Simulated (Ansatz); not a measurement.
The system is WS2 (Tungstenite).

```xyz
6
Lattice="3.1800 0.0000 0.0000 -1.5900 2.7540 0.0000 0.0000 0.0000 12.5000" Properties=species:S:1:pos:R:3 pbc="T T T"
W     1.5900    0.9180    9.3750
W     0.0000    1.8360    3.1250
S     1.5900    0.9180    4.6875
S     0.0000    1.8360   10.9375
S     1.5900    0.9180    1.5625
S     0.0000    1.8360    7.8125
```

- Program: Ansatz 0.2.0
- Task: relaxation of cell and atoms
- Functional: RPBE
- Dispersion: D4
- Potentials or basis: Ansatz PAW
- Cutoff: 420 eV (not typed: the program's choice for these potentials)
- k mesh: 10 × 10 × 3
- Occupations: fermi-dirac, width 0.05 eV
- Spin: no spin polarisation

At the start: volume 18.24 Å³/atom.

**Question.** How do energy, volume and symmetry change on relaxing?

**Answer.** It ends after 6 steps and the volume is 16.75 Å³/atom (-8.2 %); space group P6_3/mmc (No. 194, to 0.05 Å).

Step by step:
```tsv
step	energy change (eV)	largest force (eV/Å)	volume (Å³)
1	0.0000	0.2052	109.47
2	-0.0930	0.0300	104.44
3	-0.1213	0.0010	101.20
4	-0.1227	0.0158	100.21
5	-0.1229	0.0034	100.49
6	-0.1212	0.0037	100.49
```

Final structure:
```cif
data_structure
_symmetry_space_group_name_H-M 'P 1'
_symmetry_Int_Tables_number 1
_cell_length_a 3.1339
_cell_length_b 3.1339
_cell_length_c 11.8147
_cell_angle_alpha 90.000
_cell_angle_beta 90.000
_cell_angle_gamma 120.000
_cell_volume 100.49
loop_
_atom_site_label
_atom_site_type_symbol
_atom_site_fract_x
_atom_site_fract_y
_atom_site_fract_z
_atom_site_occupancy
W1 W 0.66667 0.33333 0.75000 1
W2 W 0.33333 0.66667 0.25000 1
S1 S 0.66667 0.33333 0.38384 1
S2 S 0.33333 0.66667 0.88384 1
S3 S 0.66667 0.33333 0.11616 1
S4 S 0.33333 0.66667 0.61616 1
```

Caveat: the plane-wave basis is chosen anew once the cell has moved, so the energies of steps on either side of that aren't comparable; the PAW data sets come from PBE, with cores solved anew for the run's functional, which leaves a small shift of forces and pressure.
